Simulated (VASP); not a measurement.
Input of a VASP 6.6.1 run:

The input INCAR:

```
SYSTEM = TePb
ALGO = Normal
EDIFF = 1E-6
EDIFFG = -0.01
ENCUT = 600
GGA = PS
IBRION = 2
ISIF = 3
ISMEAR = 0
LASPH = .True.
LCHARG = .False.
LREAL = .False.
LWAVE = .False.
NELM = 80
NSW = 90
PREC = Accurate
SIGMA = 0.03
```

KPOINTS

```
k-points
0
Gamma
  8 8 8
  0 0 0
```

File POSCAR:

```
TePb
1.0
    0.0000000000      3.2310000000      3.2310000000
    3.2310000000      0.0000000000      3.2310000000
    3.2310000000      3.2310000000      0.0000000000
Te Pb
1 1
Direct
    0.5000000000      0.5000000000      0.5000000000
    0.0000000000      0.0000000000      0.0000000000
```

Potentials or basis: VASP PAW PBE potentials, release 64 (Te, Pb_d).

The run is started by

```console
$ cat potpaw_PBE.64/Te/POTCAR potpaw_PBE.64/Pb_d/POTCAR > POTCAR
$ mpirun -np 1 vasp_std > vasp.out
```

Problem. What does it give for the relaxed cell?

Solution. a = 4.556 Å, b = 4.556 Å, c = 4.556 Å, α = 60.00°, β = 60.00°, γ = 60.00°.

Problem. Estimate the band gap on the k mesh.

Solution. 0.65 eV, direct.

Problem. Predict the space group after relaxing (to 0.05 Å).

Solution. Fm-3m (No. 225).

The path:
```
step  energy change (eV)  largest force (eV/Å)  pressure (GPa)  volume (Å³)
   1              0.0000                0.0000           -0.39        67.46
   2             -0.0006                0.0000            0.16        66.66
   3             -0.0007                0.0000           -0.01        66.89
```

Caveat: the PAW data sets were made with another functional, which shifts forces and pressure a little; spin-orbit coupling is left out, which as a rule narrows the gap of such compounds by several tenths of an eV. A k mesh can miss the band edges.
